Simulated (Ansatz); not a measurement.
# Co: which magnetic state does the SCF reach?

Wanted: the lowest electronic state of Co in this cell. One SCF may end in a higher state, so several starts are tried. We look at Co: the measured crystal structure (space group Fm-3m, primitive cell doubled), with 2 atoms per cell. Source: COD entry 9012939.

The COD cell was measured well above room temperature, so it is larger than a cold one.

Method: DFT PBEsol, PAW, plane waves, scalar-relativistic, in Ansatz 0.2.0.

**1. The structure to begin with**

It takes space group Fm-3m (No. 225, cubic). The conventional cell has a = 3.596 Å, b = 3.596 Å, c = 3.596 Å, α = 90.00°, β = 90.00°, γ = 90.00°. Around Co (site symmetry m-3m) lie 12 Co at 2.54 Å.

Structure file:

```cif
data_structure
_symmetry_space_group_name_H-M 'P 1'
_symmetry_Int_Tables_number 1
_cell_length_a 2.5425
_cell_length_b 2.5425
_cell_length_c 5.0851
_cell_angle_alpha 60.000
_cell_angle_beta 60.000
_cell_angle_gamma 60.000
_cell_volume 23.24
loop_
_atom_site_label
_atom_site_type_symbol
_atom_site_fract_x
_atom_site_fract_y
_atom_site_fract_z
_atom_site_occupancy
Co1 Co 0.00000 0.00000 0.00000 1
Co2 Co 0.00000 0.00000 0.50000 1
```

Labels such as Co2 number the atoms in the order of the input file.

First come: parallel moments, plain SCF; opposed moments +-, plain SCF; no spin polarisation; spin on, no moments given (the program may seed its own), plain SCF. What is tried next depends on their ends.

A plain SCF has the search for lower states switched off and ends at the first converged state. 

Site moments are integrals over atomic spheres and don't add up to the total.

**2. Parallel moments, plain SCF**

Contents of input.yaml:

```yaml
crystal:
  lattice:
    - [0.0, 1.79785, 1.79785]
    - [1.79785, 0.0, 1.79785]
    - [3.5957, 3.5957, 0.0]
  atoms:
    - { symbol: Co, position: [0.0, 0.0, 0.0], spin: 3.0 }
    - { symbol: Co, position: [0.0, 0.0, 0.5], spin: 3.0 }
magnetization:
  spin_polarized: true
hamiltonian:
  xc: pbesol
  pseudopotentials: { kind: paw }
basis:
  ecutwfc: 420
kpoints:
  mp_grid: { grid: [12, 12, 6] }
scf:
  occupations: { method: fermi_dirac, width: 0.1 }
  lower_state_search: "off"
output:
  forces: true
  stress: true
```

Output (excerpt; [...] marks lines left out):

```text
[...]
Pseudopotentials: kind: paw
Pseudopotential: Co, paw, valence charge 17, recommended cutoff 420 eV (normal), Co.paw.azcp
Functional definition: PBEsol
[...]
Crystal: 2 atoms, lattice volume = 23.245 Å³
Basis set: ecut = 420 eV, 487 PW (Γ), exchange–correlation on 36×36×72 points (8 copies of the dense FFT grid, shifted against one another)
Bands: 24, of which v1, the nominal top of the filled ones, is band 17 counted from 1 (16 counted from 0)
Symmetry: 24 space group operations
Space group: Fm-3m (ITA 225), of the structure as read, at distance tolerance 2.9e-5 Å
Magnetic group: BNS 225.116 (UNI 1618), of the structure as read, at distance tolerance 2.9e-5 Å
k-points: 98 of 864
[...]
Starting moments: Σ|m| = 6 μB on 2 of 2 sites
[...]
SCF iter   1: F=—  HF=-10185.422693 eV  |F-HF|=—  |Δ(HF+E_count)|=         —  Δρ=1.23e-1 (↑1.23e-1 ↓6.74e-2)  dr2=5.45e-1  dr2_m=1.87e0  M=3.927 μB ∫|m|=4.119 μB  β_m=0.30  ethr=1.60e-3  ⟨swp⟩=1.0  Hψ=23513  notcnv=0
[...]
spin-set hold released at iteration 1 (the charge has settled, or the pull on large starting moments outlasts its swing): the magnetisation degrees of freedom join the quasi-Newton model from the next iteration; the mixer history was flushed
[...]
SCF iter   9: F=-10185.816142 eV  HF=-10185.816142 eV  |F-HF|=5.73e-10  |Δ(HF+E_count)|=   3.20e-8  Δρ=4.19e-6 (↑4.19e-6 ↓2.84e-6)  dr2=2.35e-9  dr2_m=1.70e-9  M=3.426 μB ∫|m|=3.726 μB  ethr=2.94e-10  ⟨swp⟩=3.8  Hψ=13413  notcnv=0
[...]
SCF converged after 9 iterations
Magnetization: 3.4263 μB (18.7131 up, 15.2869 down)
Absolute magnetization: 3.7264 μB (∫|ρ↑−ρ↓|, with the PAW one-centre terms)
Spin contamination: 0.0576 ħ² per cell (⟨S²⟩ above its minimum at these occupations)
Per-site moments (μB) at R_I (Å): [(1.781716503272878, 1.0487993394088935), (1.7817165032728777, 1.0487993394088935)]
Free energy (F): -10185.816142 eV
[...]
E sigma→0 (E₀):  -10185.777067 eV
Entropy (-TS):   -0.078151 eV (-39.075 meV/atom)
Fermi energy:    17.125161 eV
[...]
--- Forces (eV/Å), atoms counted from 1 ---
  atom   1  Co     0.00000000     0.00000000     0.00000000
  atom   2  Co     0.00000000    -0.00000000    -0.00000000
[...]
--- Stress (GPa, compression-positive) ---
      -19.776138       0.000016      -0.000016
        0.000016     -19.776138      -0.000016
       -0.000016      -0.000016     -19.776138
  P = ⅓ Tr σ = -19.7761 GPa (-197.761 kbar)
```

Wall time 3 s (2 threads of an x86-64 CPU, shared host); peak memory 0.41 GiB.

Result: ferromagnetic, site moments Co1 1.78, Co2 1.78 μB, total 3.43 μB per cell, no gap on the k-mesh.

**3. Opposed moments +-, plain SCF**

input.yaml, as its differences from that of step 2:

```diff
@@ -7,3 +7,3 @@
     - { symbol: Co, position: [0.0, 0.0, 0.0], spin: 3.0 }
-    - { symbol: Co, position: [0.0, 0.0, 0.5], spin: 3.0 }
+    - { symbol: Co, position: [0.0, 0.0, 0.5], spin: -3.0 }
 magnetization:
```

Output (excerpt; [...] marks lines left out):

```text
[... 9 lines as in an earlier run ...]
Symmetry: 12 space group operations
Space group: R-3m (ITA 166), of the structure as read, at distance tolerance 2.9e-5 Å
Magnetic group: BNS 166.102 (UNI 1332), of the structure as read, at distance tolerance 2.9e-5 Å
[... 6 lines as in an earlier run ...]
Starting moments: Σ|m| = 6 μB on 2 of 2 sites
Starting magnetic order: antiferromagnet; a translation exchanges its spin sublattices: spin-degenerate at every k-point
[... 2 lines as in an earlier run ...]
spin-down is spin-up translated by (0, 0, 0.5): one eigenproblem is solved per k-point and the antiferromagnetic symmetry of the starting moments is kept exactly by this SCF (crystal.symmetry.spin_inversion_symmetry: false solves both channels; [...]
SCF converged after 11 iterations
Magnetization: 0.0000 μB (17.0000 up, 17.0000 down)
Absolute magnetization: 2.4279 μB (∫|ρ↑−ρ↓|, with the PAW one-centre terms)
Spin contamination: 0.8272 ħ² per cell (⟨S²⟩ above its minimum at these occupations)
Per-site moments (μB) at R_I (Å): [(1.1894032015922975, 1.0487993394088935), (-1.1894032015922975, 1.0487993394088935)]
Free energy (F): -10185.407243 eV
[...]
E sigma→0 (E₀):  -10185.329639 eV
Entropy (-TS):   -0.155210 eV (-77.605 meV/atom)
Fermi energy:    16.972392 eV
[...]
--- Forces (eV/Å), atoms counted from 1 ---
  atom   1  Co    -0.00000000     0.00000000     0.00000000
  atom   2  Co     0.00000000     0.00000000     0.00000000
[...]
--- Stress (GPa, compression-positive) ---
      -24.747427       1.500678      -1.500678
        1.500678     -24.747427      -1.500678
       -1.500678      -1.500678     -24.747427
  P = ⅓ Tr σ = -24.7474 GPa (-247.474 kbar)
```

Run time: 2 s. Hardware: 2 threads of an x86-64 CPU, shared host; peak memory 0.41 GiB.

The state reached is antiferromagnetic (magnetic neighbours of Co1 with a moment over 0.3 of its own that point the other way: 6 of 12 at 2.54 Å, 6 of 6 at 3.60 Å), site moments Co1 1.19, Co2 -1.19 μB, total 0.00 μB per cell, no gap on the k-mesh. Against step 2, the lowest until now, it is 204 meV/atom higher.

**4. No spin polarisation**

input.yaml, as its differences from that of step 3:

```diff
@@ -6,6 +6,4 @@
   atoms:
-    - { symbol: Co, position: [0.0, 0.0, 0.0], spin: 3.0 }
-    - { symbol: Co, position: [0.0, 0.0, 0.5], spin: -3.0 }
-magnetization:
-  spin_polarized: true
+    - { symbol: Co, position: [0.0, 0.0, 0.0] }
+    - { symbol: Co, position: [0.0, 0.0, 0.5] }
 hamiltonian:
```

Output (excerpt; [...] marks lines left out):

```text
[... 8 lines as in an earlier run ...]
Bands: 21, of which v1, the nominal top of the filled ones, is band 17 counted from 1 (16 counted from 0)
[... 7 lines as in an earlier run ...]
[...]
[... 2 lines as in an earlier run ...]
SCF iter   1: F=—  HF=-10185.373949 eV  |F-HF|=—  |Δ(HF+E_count)|=         —  Δρ=2.40e-2  dr2=7.09e-2  ethr=1.77e-3  ⟨swp⟩=4.2  Hψ=7525  notcnv=0
[...]
SCF iter   6: F=-10185.361289 eV  HF=-10185.361289 eV  |F-HF|=4.37e-11  |Δ(HF+E_count)|=   3.12e-9  Δρ=1.62e-6  dr2=1.97e-10  ethr=3.23e-11  ⟨swp⟩=2.2  Hψ=6980  notcnv=0
[...]
SCF converged after 6 iterations
Free energy (F): -10185.361289 eV
[...]
E sigma→0 (E₀):  -10185.271744 eV
Entropy (-TS):   -0.179089 eV (-89.545 meV/atom)
Fermi energy:    16.827695 eV
[...]
--- Forces (eV/Å), atoms counted from 1 ---
  atom   1  Co     0.00000000    -0.00000000     0.00000000
  atom   2  Co     0.00000000     0.00000000     0.00000000
[...]
--- Stress (GPa, compression-positive) ---
      -31.204443      -0.000011       0.000011
       -0.000011     -31.204443       0.000011
        0.000011       0.000011     -31.204443
  P = ⅓ Tr σ = -31.2044 GPa (-312.044 kbar)
```

Run time: 1 s. Hardware: 2 threads of an x86-64 CPU, shared host; peak memory 0.39 GiB.

End: non-magnetic (no spin polarisation), no gap on the k-mesh. It lies 227 meV/atom above the lowest state so far (step 2).

**5. Spin on, no moments given (the program may seed its own), plain SCF**

input.yaml, as its differences from that of step 4:

```diff
@@ -21 +21,3 @@
   stress: true
+magnetization:
+  spin_polarized: true
```

Output (excerpt; [...] marks lines left out):

```text
band count auto-derived: 24 (N_el = 34.0; filled up to band 17; 21 by the electrons, moments and atoms)
[... 19 lines as in an earlier run ...]
[...]
SCF iter   1: F=—  HF=-10183.308682 eV  |F-HF|=—  |Δ(HF+E_count)|=         —  Δρ=3.27e-1 (↑2.66e-1 ↓3.27e-1)  dr2=5.17e-1  dr2_m=1.87e1  M=4.271 μB ∫|m|=4.271 μB  ethr=1.64e-3  ⟨swp⟩=1.4  Hψ=11882  notcnv=0
[...]
SCF iter   9: F=-10185.816142 eV  HF=-10185.816142 eV  |F-HF|=7.76e-9  |Δ(HF+E_count)|=   2.95e-7  Δρ=1.54e-5 (↑1.54e-5 ↓6.69e-6)  dr2=2.44e-8  dr2_m=5.59e-9  M=3.426 μB ∫|m|=3.726 μB  ethr=2.94e-10  ⟨swp⟩=3.1  Hψ=16619  notcnv=0
[...]
SCF converged after 9 iterations
Magnetization: 3.4263 μB (18.7131 up, 15.2869 down)
Absolute magnetization: 3.7264 μB (∫|ρ↑−ρ↓|, with the PAW one-centre terms)
Spin contamination: 0.0576 ħ² per cell (⟨S²⟩ above its minimum at these occupations)
Per-site moments (μB) at R_I (Å): [(1.7816976480682545, 1.0487993394088935), (1.781697648068255, 1.0487993394088935)]
Free energy (F): -10185.816142 eV
[...]
E sigma→0 (E₀):  -10185.777066 eV
Entropy (-TS):   -0.078152 eV (-39.076 meV/atom)
Fermi energy:    17.125098 eV
[... 25 lines left out: energy terms, forces, stress ...]
```

Wall time 2.5 s (2 threads of an x86-64 CPU, shared host); peak memory 0.41 GiB.

This is the state of step 2 again (ferromagnetic), after 9 iterations.

**6. Parallel moments scaled by 0.03, plain SCF**

input.yaml, as its differences from that of step 5:

```diff
@@ -6,4 +6,6 @@
   atoms:
-    - { symbol: Co, position: [0.0, 0.0, 0.0] }
-    - { symbol: Co, position: [0.0, 0.0, 0.5] }
+    - { symbol: Co, position: [0.0, 0.0, 0.0], spin: 0.09 }
+    - { symbol: Co, position: [0.0, 0.0, 0.5], spin: 0.09 }
+magnetization:
+  spin_polarized: true
 hamiltonian:
@@ -21,3 +23 @@
   stress: true
-magnetization:
-  spin_polarized: true
```

Output (excerpt; [...] marks lines left out):

```text
[... 8 lines as in an earlier run ...]
Bands: 22, of which v1, the nominal top of the filled ones, is band 17 counted from 1 (16 counted from 0)
[... 9 lines as in an earlier run ...]
Starting moments: Σ|m| = 0.18 μB on 2 of 2 sites
[... 2 lines as in an earlier run ...]
[...]
SCF iter   1: F=—  HF=-10185.484690 eV  |F-HF|=—  |Δ(HF+E_count)|=         —  Δρ=3.96e-2 (↑3.16e-2 ↓3.96e-2)  dr2=5.55e-1  dr2_m=3.97e-3  M=0.206 μB ∫|m|=0.210 μB  β_m=1.00  ethr=1.63e-3  ⟨swp⟩=1.0  Hψ=21617  notcnv=0
[...]
spin-set hold released at iteration 19 (site moments' squared step at or under half its running peak, from the soft ceiling on): the magnetisation degrees of freedom join the quasi-Newton model from the next iteration; the mixer history was flushed
[...]
SCF iter  27: F=-10185.816142 eV  HF=-10185.816142 eV  |F-HF|=1.06e-10  |Δ(HF+E_count)|=   1.05e-7  Δρ=1.83e-6 (↑9.60e-7 ↓1.83e-6)  dr2=6.80e-11  dr2_m=4.03e-10  M=3.426 μB ∫|m|=3.726 μB  ethr=5.41e-11  ⟨swp⟩=3.4  Hψ=11838  notcnv=0
[...]
SCF converged after 27 iterations
Magnetization: 3.4263 μB (18.7131 up, 15.2869 down)
Absolute magnetization: 3.7264 μB (∫|ρ↑−ρ↓|, with the PAW one-centre terms)
Spin contamination: 0.0576 ħ² per cell (⟨S²⟩ above its minimum at these occupations)
Per-site moments (μB) at R_I (Å): [(1.7817101312370658, 1.0487993394088935), (1.781710131237066, 1.0487993394088935)]
Free energy (F): -10185.816142 eV
[...]
E sigma→0 (E₀):  -10185.777066 eV
Entropy (-TS):   -0.078152 eV (-39.076 meV/atom)
Fermi energy:    17.125133 eV
[... 25 lines left out: energy terms, forces, stress ...]
```

Wall time 6.5 s (2 threads of an x86-64 CPU, shared host); peak memory 0.4 GiB.

This is the state of step 2 again (ferromagnetic), after 27 iterations.

**7. Moments +- scaled by 0.5, plain SCF**

input.yaml, as its differences from that of step 6:

```diff
@@ -6,4 +6,4 @@
   atoms:
-    - { symbol: Co, position: [0.0, 0.0, 0.0], spin: 0.09 }
-    - { symbol: Co, position: [0.0, 0.0, 0.5], spin: 0.09 }
+    - { symbol: Co, position: [0.0, 0.0, 0.0], spin: 1.5 }
+    - { symbol: Co, position: [0.0, 0.0, 0.5], spin: -1.5 }
 magnetization:
```

Output (excerpt; [...] marks lines left out):

```text
[... 8 lines as in an earlier run ...]
Bands: 23, of which v1, the nominal top of the filled ones, is band 17 counted from 1 (16 counted from 0)
[... 9 lines as in an earlier run ...]
Starting moments: Σ|m| = 3 μB on 2 of 2 sites
Starting magnetic order: antiferromagnet; a translation exchanges its spin sublattices: spin-degenerate at every k-point
[... 3 lines as in an earlier run ...]
[...]
SCF iter   1: F=—  HF=-10185.448602 eV  |F-HF|=—  |Δ(HF+E_count)|=         —  Δρ=3.63e-2 (↑3.63e-2 ↓3.63e-2)  dr2=4.89e-1  dr2_m=4.64e-2  M=0.000 μB ∫|m|=2.563 μB  β_m=0.30  ethr=1.44e-3  ⟨swp⟩=1.0  Hψ=11343  notcnv=0
[...]
spin-set hold released at iteration 9 (site moments contracting): the magnetisation degrees of freedom join the quasi-Newton model from the next iteration; the mixer history was flushed
[...]
SCF iter  17: F=-10185.407243 eV  HF=-10185.407243 eV  |F-HF|=2.42e-9  |Δ(HF+E_count)|=   5.02e-8  Δρ=3.88e-6 (↑3.88e-6 ↓3.88e-6)  dr2=1.18e-9  dr2_m=2.15e-9  M=0.000 μB ∫|m|=2.428 μB  ethr=2.91e-11  ⟨swp⟩=1.9  Hψ=6785  notcnv=0
[...]
SCF converged after 17 iterations
Magnetization: 0.0000 μB (17.0000 up, 17.0000 down)
Absolute magnetization: 2.4279 μB (∫|ρ↑−ρ↓|, with the PAW one-centre terms)
Spin contamination: 0.8272 ħ² per cell (⟨S²⟩ above its minimum at these occupations)
Per-site moments (μB) at R_I (Å): [(1.1894331457909024, 1.0487993394088935), (-1.1894331457909024, 1.0487993394088935)]
Free energy (F): -10185.407243 eV
[...]
E sigma→0 (E₀):  -10185.329641 eV
Entropy (-TS):   -0.155205 eV (-77.603 meV/atom)
Fermi energy:    16.972433 eV
[... 25 lines left out: energy terms, forces, stress ...]
```

It took 2.4 s on 2 threads of an x86-64 CPU, shared host; peak memory 0.4 GiB.

This is the state of step 3 again (antiferromagnetic), after 17 iterations.

**8. A moment on one site alone, plain SCF**

input.yaml, as its differences from that of step 7:

```diff
@@ -6,4 +6,4 @@
   atoms:
-    - { symbol: Co, position: [0.0, 0.0, 0.0], spin: 1.5 }
-    - { symbol: Co, position: [0.0, 0.0, 0.5], spin: -1.5 }
+    - { symbol: Co, position: [0.0, 0.0, 0.0] }
+    - { symbol: Co, position: [0.0, 0.0, 0.5], spin: 3.0 }
 magnetization:
```

Output (excerpt; [...] marks lines left out):

```text
[... 11 lines as in an earlier run ...]
Magnetic group: BNS 166.97 (UNI 1327), of the structure as read, at distance tolerance 2.9e-5 Å
[... 6 lines as in an earlier run ...]
Starting moments: Σ|m| = 3 μB on 1 of 2 sites
[... 2 lines as in an earlier run ...]
SCF iter   1: F=—  HF=-10185.617579 eV  |F-HF|=—  |Δ(HF+E_count)|=         —  Δρ=1.19e-1 (↑1.19e-1 ↓5.95e-2)  dr2=6.52e0  dr2_m=4.10e-1  M=2.815 μB ∫|m|=2.895 μB  β_m=0.30  ethr=3.10e-3  ⟨swp⟩=4.9  Hψ=16535  notcnv=0
[...]
spin-set hold released at iteration 6 (the charge has settled, or the pull on large starting moments outlasts its swing): the magnetisation degrees of freedom join the quasi-Newton model from the next iteration; the mixer history was flushed
[...]
SCF iter  30: F=-10185.816142 eV  HF=-10185.816142 eV  |F-HF|=1.06e-8  |Δ(HF+E_count)|=   2.24e-9  Δρ=6.72e-6 (↑6.72e-7 ↓6.72e-6)  dr2=1.25e-8  dr2_m=2.34e-9  M=3.426 μB ∫|m|=3.726 μB  ethr=1.36e-10  ⟨swp⟩=2.0  Hψ=13203  notcnv=0
[...]
SCF converged after 30 iterations
Magnetization: 3.4263 μB (18.7131 up, 15.2869 down)
Absolute magnetization: 3.7264 μB (∫|ρ↑−ρ↓|, with the PAW one-centre terms)
Spin contamination: 0.0576 ħ² per cell (⟨S²⟩ above its minimum at these occupations)
Per-site moments (μB) at R_I (Å): [(1.7817236697836214, 1.0487993394088935), (1.781693498183551, 1.0487993394088935)]
Free energy (F): -10185.816142 eV
[...]
E sigma→0 (E₀):  -10185.777066 eV
Entropy (-TS):   -0.078152 eV (-39.076 meV/atom)
Fermi energy:    17.125124 eV
[... 25 lines left out: energy terms, forces, stress ...]
```

It took 5.3 s on 2 threads of an x86-64 CPU, shared host; peak memory 0.42 GiB.

The run ends in the same state as step 2 (ferromagnetic); it took 30 iterations.

**9. All ends together**

| step | iterations | state | moments of Co1 Co2 (μB) | total (μB) | gap (eV) | pressure (GPa) | above lowest (meV/atom) |
| --- | --- | --- | --- | --- | --- | --- | --- |
| 2 | 9 | 1 | 1.78 1.78 | 3.43 | none | -19.8 | 0.0 |
| 3 | 11 | 2 | 1.19 -1.19 | 0.00 | none | -24.7 | 204 |
| 4 | 6 | 3 | 0.00 0.00 | 0.00 | none | -31.2 | 227 |
| 5 | 9 | 1 | 1.78 1.78 | 3.43 | none | -19.8 | 0.0 |
| 6 | 27 | 1 | 1.78 1.78 | 3.43 | none | -19.8 | 0.0 |
| 7 | 17 | 2 | 1.19 -1.19 | 0.00 | none | -24.7 | 204 |
| 8 | 30 | 1 | 1.78 1.78 | 3.43 | none | -19.8 | 0.0 |

States are numbered from the lowest. Starts by step: 2 parallel moments, plain SCF; 3 opposed moments +-, plain SCF; 4 no spin polarisation; 5 spin on, no moments given (the program may seed its own), plain SCF; 6 parallel moments scaled by 0.03, plain SCF; 7 moments +- scaled by 0.5, plain SCF; 8 a moment on one site alone, plain SCF.

The 7 runs of this session took 23 s in all, from 1 s to 6.5 s each.

Decimal logarithm of the largest residual (eV) by iteration, counted through all cycles of a run:

| iteration | step 2 | step 3 | step 4 | step 5 | step 6 | step 7 | step 8 |
| --- | --- | --- | --- | --- | --- | --- | --- |
| 1 | 0.3 | 0.4 | -1.1 | 1.3 | -0.3 | -0.3 | 0.8 |
| 2 | 0.1 | 0.2 | -2.0 | -0.4 | -1.3 | -1.3 | 1.4 |
| 3 | 0.4 | 0.5 | -3.9 | -1.3 | -2.3 | -1.9 | 0.1 |
| 4 | -1.7 | -1.4 | -5.9 | -1.9 | -2.4 | -2.1 | 0.1 |
| 5 | -1.9 | -1.5 | -8.0 | -2.4 | -2.3 | -2.3 | 0.1 |
| 6 | -5.3 | -3.0 | -9.7 | -4.2 | -2.2 | -2.5 | -0.1 |
| 9 | -8.6 | -5.2 | - | -7.6 | -1.7 | -2.9 | -0.3 |
| 12 | - | - | - | - | -1.3 | -3.2 | -1.0 |
| 14 | - | - | - | - | -1.0 | -5.4 | -0.8 |
| 17 | - | - | - | - | -1.0 | -8.7 | -0.8 |
| 19 | - | - | - | - | -1.3 | - | -0.7 |
| 22 | - | - | - | - | -1.2 | - | -1.9 |
| 25 | - | - | - | - | -5.6 | - | -4.6 |
| 27 | - | - | - | - | -9.4 | - | -4.3 |
| 30 | - | - | - | - | - | - | -7.9 |

**10. What came out**

| quantity | value |
| --- | --- |
| distinct states | 3 from 7 converged runs |
| lowest state from plain starts | ferromagnetic |
| its moments | Co1 1.78, Co2 1.78 μB |
| total moment | 3.43 μB per cell |
| gap on the k-mesh | none |
| pressure | -19.8 GPa |
| largest force | 0.000 eV/Å |
| next state | antiferromagnetic, 204 meV/atom higher |
| highest state | non-magnetic (no spin polarisation), 227 meV/atom higher |

In words: The 7 converged runs end in 3 distinct states. Switching spin polarisation off costs 227 meV/atom in free energy, smearing entropy included. The best antiferromagnetic state lies 204 meV/atom above the best ferromagnetic one. A lower state than any found can't be excluded.
